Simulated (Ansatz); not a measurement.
# In (Im-3m) in Ansatz: a series of runs

One crystal, In, is run at these levels: PBEsol; tasks: relaxation of cell and atoms.

All numbers are computed with Ansatz 0.2.0; they aren't measurements. Logs are shortened: lines on timing, memory, paths and dates and some standing lists are left out, and cuts for length are marked.

## Step 1: The structure

Symmetry: Im-3m, No. 229, cubic system. The conventional cell has a = 3.765 Å, b = 3.765 Å, c = 3.765 Å, α = 90.00°, β = 90.00°, γ = 90.00°. In (site symmetry m-3m) has 8 In at 3.26 Å as nearest neighbours.

This isn't the form of In at room conditions, which is tetragonal.

## Step 2: Relaxation of cell and atoms, PBEsol

Contents of input.yaml:

```yaml
crystal:
  lattice:
    - [-1.88252524, 1.88252524, 1.88252524]
    - [1.88252524, -1.88252524, 1.88252524]
    - [1.88252524, 1.88252524, -1.88252524]
  atoms:
    - { symbol: In, position: [0.0, 0.0, 0.0] }
hamiltonian:
  xc: pbesol
  pseudopotentials: { kind: paw }
kpoints:
  mp_grid: { grid: [10, 10, 10] }
scf:
  occupations: { method: fermi_dirac, width: 0.05 }
output:
  forces: true
  stress: true
  eigenvalues: true
relax:
  f_tol: 0.01
  max_steps: 40
  cell: { stress_tol: 0.05 }
```

Potentials or basis: Ansatz PAW.

Launch:

```sh
ansatz run input.yaml --threads 2 --pin off --max-ram 5632MiB --backend cpu --events-out ev --progress --plain --runs-dir out
```

Output:

```text
Warning: RAYON_NUM_THREADS=2 ignored (pool sized by the plan → 2); use --threads N
Engine: ansatz 0.2.0, x86_64-unknown-linux-gnu
Pseudopotentials: kind: paw
Pseudopotential: In, paw, valence charge 13, recommended cutoff 420 eV (normal), In.paw.azcp
Functional definition: PBEsol
  exchange = pbesol_x
  correlation = pbesol_c
Crystal: 1 atoms, lattice volume = 26.686 Å³
Basis set: ecut = 420 eV, 531 PW (Γ), exchange–correlation on 48×48×48 points (8 copies of the dense FFT grid, shifted against one another)
Bands: 11, of which v1, the nominal top of the filled ones, is band 7 counted from 1 (6 counted from 0)
Symmetry: 48 space group operations
Space group: Im-3m (ITA 229), of the structure as read, at distance tolerance 3.0e-5 Å
k-points: 47 of 1000
Non-local potential: In, projectors of the file, l = 0: 2, l = 1: 2, l = 2: 2, l = 3: 2
PAW form: soft (Blöchl's): semilocal exchange-correlation on the pseudo side does not see the compensation charge
PAW frozen core: In, regenerated for the run's functional, and the local potential with it (the file was generated under x = pbe(κ = 0.804, μ = 0.2195149727645171), c = pbe(β = 0.06672455060314922))
PAW one-centre angular grid: In, 590 points (default); XC on 64 Gauss nodes
Initial density: superposition of atomic densities (neutral atoms: chi_scale 0, normalization atom), corrected by the library's trained network
Initial wavefunctions: pseudopotential atomic-orbital guess
Functional: x = pbesol(κ = 0.804, μ = 0.12345679012345678), c = pbesol(β = 0.046)
SCF iter   1: F=—  HF=-5525.399048 eV  |F-HF|=—  |Δ(HF+E_count)|=         —  Δρ=3.17e-3  dr2=2.41e-3  ethr=1.77e-3  ⟨swp⟩=5.7  Hψ=3094  notcnv=0
preconditioner: auto → Kerker (q_TF=auto, 2.420 Å⁻¹)  [metal: Δε(μ)=0.034 eV  Ē_g=19.616 eV  σ=0.050 eV  W_gap=0.17  n_scr=12 (ndim 8)  ℏωp=25.9 eV  f_vac=0.000  D(μ)=0.77/eV (n_scr^D=0)]
SCF iter   2: F=—  HF=-5525.397368 eV  |F-HF|=—  |Δ(HF+E_count)|=   1.68e-3  Δρ=1.28e-3  dr2=4.80e-4  ethr=1.85e-5  ⟨swp⟩=1.6  Hψ=994  notcnv=0
SCF iter   3: F=—  HF=-5525.397166 eV  |F-HF|=—  |Δ(HF+E_count)|=   2.02e-4  Δρ=3.33e-4  dr2=1.77e-5  ethr=3.69e-6  ⟨swp⟩=2.2  Hψ=769  notcnv=0  defer=2
SCF iter   4: F=—  HF=-5525.397166 eV  |F-HF|=—  |Δ(HF+E_count)|=   4.51e-8  Δρ=2.06e-4  dr2=9.56e-6  ethr=1.36e-7  ⟨swp⟩=2.0  Hψ=781  notcnv=0  defer=2
iter 5 did not close the SCF: its close was put off for the readings that it lacked (scf_convergence_deferred on its scf_iter line)
SCF iter   5: F=-5525.397161 eV  HF=-5525.397161 eV  |F-HF|=6.23e-10  |Δ(HF+E_count)|=   5.11e-6  Δρ=1.82e-5  dr2=6.52e-8  ethr=7.35e-8  ⟨swp⟩=2.0  Hψ=791  notcnv=0  defer=2
SCF iter   6: F=-5525.397161 eV  HF=-5525.397161 eV  |F-HF|=7.51e-10  |Δ(HF+E_count)|=   4.21e-9  Δρ=3.92e-6  dr2=2.68e-9  ethr=5.02e-10  ⟨swp⟩=4.7  Hψ=2350  notcnv=0
SCF 1 converged in 6 iterations: F = -5525.397161 eV  dr2 = 2.68e-9
relax step   1: F+E_penalty+E_count = -5525.39716086 eV  Δ(F+E_penalty+E_count) = +0.000e0 eV  max|allowed force component| = 0.000e0 eV/Å  Δτ_max = 0.0000 Å  P = -1.336 GPa  Ω = 26.686 Å³  (6 SCF iters, dr2 threshold 1.00e-7 eV, accepted)
Crystal: 1 atoms, lattice volume = 25.926 Å³
Initial density: handed on by an earlier stage of this run
Initial wavefunctions: those handed on with the density
iter 1 solved again at ethr=1.17e-6 eV; its pass at ethr=3.10e-3 eV (dr2=1.52e-4 eV) is discarded
SCF iter   1: F=—  HF=-5525.401227 eV  |F-HF|=—  |Δ(HF+E_count)|=         —  Δρ=6.54e-4  dr2=1.52e-4  ethr=1.17e-6  ⟨swp⟩=1.6  Hψ=4748  notcnv=0
preconditioner: auto → Kerker (q_TF=auto, 2.432 Å⁻¹)  [metal: Δε(μ)=0.024 eV  Ē_g=19.843 eV  σ=0.050 eV  W_gap=0.12  n_scr=12 (ndim 8)  ℏωp=26.3 eV  f_vac=0.000  D(μ)=0.74/eV (n_scr^D=0)]
SCF iter   2: F=—  HF=-5525.401183 eV  |F-HF|=—  |Δ(HF+E_count)|=   4.46e-5  Δρ=4.22e-4  dr2=5.25e-5  ethr=1.17e-6  ⟨swp⟩=2.0  Hψ=730  notcnv=0
SCF iter   3: F=—  HF=-5525.401170 eV  |F-HF|=—  |Δ(HF+E_count)|=   1.23e-5  Δρ=1.07e-4  dr2=3.58e-6  ethr=4.04e-7  ⟨swp⟩=2.0  Hψ=761  notcnv=0
SCF iter   4: F=-5525.401169 eV  HF=-5525.401169 eV  |F-HF|=2.32e-8  |Δ(HF+E_count)|=   9.69e-7  Δρ=1.80e-5  dr2=5.67e-8  ethr=7.69e-10  ⟨swp⟩=4.0  Hψ=2468  notcnv=0
SCF 2 converged in 4 iterations: F = -5525.401169 eV  dr2 = 5.67e-8
relax step   2: F+E_penalty+E_count = -5525.40116937 eV  Δ(F+E_penalty+E_count) = -4.009e-3 eV  max|allowed force component| = 0.000e0 eV/Å  Δτ_max = 0.0000 Å  P = -0.246 GPa  Ω = 25.926 Å³  energy of the carried Pulay correction = +1.783e-4 eV  (4 SCF iters, dr2 threshold 1.00e-7 eV, accepted)
Crystal: 1 atoms, lattice volume = 25.760 Å³
iter 1 solved again at ethr=4.09e-8 eV; its pass at ethr=3.10e-3 eV (dr2=5.32e-6 eV) is discarded
SCF iter   1: F=—  HF=-5525.401331 eV  |F-HF|=—  |Δ(HF+E_count)|=         —  Δρ=1.53e-4  dr2=8.71e-6  ethr=4.09e-8  ⟨swp⟩=3.0  Hψ=4429  notcnv=0
preconditioner: auto → Kerker (q_TF=auto, 2.434 Å⁻¹)  [metal: Δε(μ)=0.037 eV  Ē_g=19.895 eV  σ=0.050 eV  W_gap=0.18  n_scr=12 (ndim 8)  ℏωp=26.4 eV  f_vac=0.000  D(μ)=0.73/eV (n_scr^D=0)]
SCF iter   2: F=—  HF=-5525.401329 eV  |F-HF|=—  |Δ(HF+E_count)|=   2.46e-6  Δρ=9.87e-5  dr2=3.06e-6  ethr=4.09e-8  ⟨swp⟩=2.0  Hψ=816  notcnv=0
SCF iter   3: F=—  HF=-5525.401328 eV  |F-HF|=—  |Δ(HF+E_count)|=   8.95e-7  Δρ=2.61e-5  dr2=2.16e-7  ethr=2.35e-8  ⟨swp⟩=2.0  Hψ=760  notcnv=0
SCF iter   4: F=-5525.401328 eV  HF=-5525.401328 eV  |F-HF|=1.22e-9  |Δ(HF+E_count)|=   5.48e-8  Δρ=3.96e-6  dr2=2.54e-9  ethr=7.69e-10  ⟨swp⟩=5.4  Hψ=2204  notcnv=0
SCF 3 converged in 4 iterations: F = -5525.401328 eV  dr2 = 2.54e-9
relax step   3: F+E_penalty+E_count = -5525.40132784 eV  Δ(F+E_penalty+E_count) = -1.585e-4 eV  max|allowed force component| = 0.000e0 eV/Å  Δτ_max = 0.0000 Å  P = +0.019 GPa  Ω = 25.760 Å³  energy of the carried Pulay correction = +2.184e-4 eV  (4 SCF iters, dr2 threshold 1.00e-7 eV, accepted)
Initial wavefunctions: pseudopotential atomic-orbital guess (no wavefunctions were taken with the density)
iter 1 solved again at ethr=5.83e-8 eV; its pass at ethr=3.10e-3 eV (dr2=7.58e-6 eV) is discarded
SCF iter   1: F=—  HF=-5525.401108 eV  |F-HF|=—  |Δ(HF+E_count)|=         —  Δρ=6.14e-5  dr2=1.76e-7  ethr=5.83e-8  ⟨swp⟩=3.4  Hψ=4584  notcnv=0
preconditioner: auto → Kerker (q_TF=auto, 2.434 Å⁻¹)  [metal: Δε(μ)=0.036 eV  Ē_g=19.899 eV  σ=0.050 eV  W_gap=0.18  n_scr=12 (ndim 8)  ℏωp=26.4 eV  f_vac=0.000  D(μ)=0.73/eV (n_scr^D=0)]
SCF iter   2: F=—  HF=-5525.401108 eV  |F-HF|=—  |Δ(HF+E_count)|=   3.20e-7  Δρ=2.99e-5  dr2=4.00e-8  ethr=1.36e-9  ⟨swp⟩=2.1  Hψ=771  notcnv=0
SCF iter   3: F=—  HF=-5525.401108 eV  |F-HF|=—  |Δ(HF+E_count)|=   2.58e-8  Δρ=6.58e-6  dr2=4.68e-9  ethr=3.07e-10  ⟨swp⟩=2.8  Hψ=875  notcnv=0
SCF iter   4: F=—  HF=-5525.401108 eV  |F-HF|=—  |Δ(HF+E_count)|=  4.18e-11  Δρ=5.66e-7  dr2=6.53e-11  ethr=3.60e-11  ⟨swp⟩=2.6  Hψ=720  notcnv=0
SCF iter   5: F=-5525.401108 eV  HF=-5525.401108 eV  |F-HF|=2.73e-12  |Δ(HF+E_count)|=  1.10e-10  Δρ=1.39e-7  dr2=4.16e-12  ethr=1.00e-12  ⟨swp⟩=5.2  Hψ=1994  notcnv=0
SCF 4 converged in 5 iterations: F = -5525.401108 eV  dr2 = 4.16e-12
relax step   4: F+E_penalty+E_count = -5525.40110824 eV  Δ(F+E_penalty+E_count) = +2.196e-4 eV  max|allowed force component| = 0.000e0 eV/Å  Δτ_max = 0.0000 Å  P = +0.017 GPa  Ω = 25.760 Å³  stress off target by 1.74e-2 GPa  SCF on the basis re-selected at this cell (its energy is not comparable with the rows above)  (5 SCF iters)
basis re-selected at this cell: Δ(F+E_penalty+E_count) = +2.196e-4 eV, ΔP = -0.002 GPa vs the last step (what re-selecting the basis moved, of the pressure what is left beyond the Pulay correction that the steps carried, after the strain that the cell walked since its last selection, with what the two solves' SCF thresholds leave and, on support functions, any second-order correction that the steps lacked; it is no measure of the basis error at this ecutwfc). This SCF's stress stands 1.74e-2 GPa from its target on what of the cell is left free (relax.cell.stress_tol is 5.00e-2 GPa) and its largest allowed force component is 0.00e0 eV/Å (relax.f_tol is 1.00e-2 eV/Å): within both
SCF converged after 5 iterations
Free energy (F): -5525.401108 eV
Harris-Foulkes:  -5525.401108 eV  (|F-HF|=2.73e-12)
Internal energy: -5525.395802 eV  (E = F + TS)
E sigma→0 (E₀):  -5525.398455 eV
Entropy (-TS):   -0.005306 eV (-5.306 meV/atom)
Fermi energy:    10.234118 eV
--- Per-component energies (eV) ---
  E_band       = -22.247902
  E_kinetic    = 241.756878
  E_local      = -1066.072224  (includes V_loc(G=0)·N_el)
  E_nonlocal   = 367.345692
  E_hartree    = 416.853698
  E_xc         = -214.257855
  E_vxc        = -100.672836  (∫ρ·V_xc dr)
  E_paw        = -4081.225227  (= ΣΔE_a)
  E_vpaw       = -298.312855  (= ΣTr[D̂ρ^β])
  E_aug_tail   = 0.000026  (compensation charges beyond the density's cutoff)
  E_ewald      = -1190.032692
  E_core_change = 0.235902  (= ΣΔE_core)
  E_smearing   = -0.005306  (= −TS)
  E_closure    = 0.000000  (closes the sum)
  Σ components = -5525.401108   (vs F -5525.401108, Δ=0.00e0)
--- Forces (eV/Å), atoms counted from 1 ---
  atom   1  In     0.00000000    -0.00000000    -0.00000000
  max |Σ_I F_I| component: 8.55e-31 eV/Å
--- Stress (GPa, compression-positive) ---
        0.017426       0.000000       0.000000
        0.000000       0.017426       0.000000
        0.000000       0.000000       0.017426
  P = ⅓ Tr σ = 0.0174 GPa (0.174 kbar)
--- Band table (eV; the first three rows and the last of 47) ---
  k-point 0: bands = ["-4.3146", "-4.3146", "-4.3146", "-4.0222", "-4.0222", "0.6415", "21.5725", "21.5725", "21.5725", "23.3406", "23.3406"]
  k-point 1: bands = ["-4.3261", "-4.3048", "-4.2714", "-4.0341", "-4.0225", "0.8766", "19.3945", "20.5469", "20.9824", "22.3756", "22.6643"]
  k-point 2: bands = ["-4.3559", "-4.2918", "-4.1563", "-4.0572", "-4.0233", "1.5910", "15.8244", "18.9001", "19.7324", "21.5874", "21.7416"]
  k-point 46: bands = ["-4.4324", "-4.4324", "-3.8848", "-3.8848", "-3.8848", "11.4289", "11.5546", "11.5546", "11.5546", "15.6176", "15.6176"]
--- Relaxed structure (3 steps of the walk, 3 accepted, 1 SCFs on fresh bases) ---
  F+E_penalty+E_count = -5525.40110824 eV   max|allowed force component| = 0.000e0 eV/Å   (the final SCF, on the basis selected at the relaxed cell)
  cell:  # Å, volume = 25.7602 Å³
    - [-1.8604994096821175, 1.8604994096821175, 1.8604994096821175]
    - [1.8604994096821175, -1.8604994096821175, 1.8604994096821175]
    - [1.8604994096821175, 1.8604994096821175, -1.8604994096821175]
  atoms:
    - { symbol: In, position: [0.0, 0.0, 0.0] }
```

Wall time 1.5 s (2 threads of AMD EPYC 9R14 (Zen 4), shared host); peak memory 0.35 GiB.

What came out:

```yaml
Free_energy: -5525.4011 eV
Relaxed_volume: 25.76 Å³/atom
Relaxed_cell: a = 3.222 Å, b = 3.222 Å, c = 3.222 Å, α = 109.47°, β = 109.47°, γ = 109.47°
Space_group_after_relaxing_to_0.05_Å: Im-3m (No. 229)
Energy_gained_by_relaxing: 3.9 meV/atom
Ionic_steps: 4
Pressure_after_relaxing: 0.0 GPa
Band_gap_on_the_k_mesh: none (metal or under the smearing width)
```

The path:
```
step  energy change (eV)  largest force (eV/Å)  volume (Å³)
   1              0.0000                0.0000        26.69
   2             -0.0040                0.0000        25.93
   3             -0.0042                0.0000        25.76
   4             -0.0039                0.0000        25.76
```

Final structure:
```xyz
1
Lattice="-1.8605 1.8605 1.8605 1.8605 -1.8605 1.8605 1.8605 1.8605 -1.8605" Properties=species:S:1:pos:R:3 pbc="T T T"
In    0.0000    0.0000    0.0000
```

Caveat: the plane-wave basis is chosen anew once the cell has moved, so the energies of steps on either side of that aren't comparable; the PAW data sets come from PBE, with cores solved anew for the run's functional, which leaves a small shift of forces and pressure.

(Continued in part 2 of 2.)
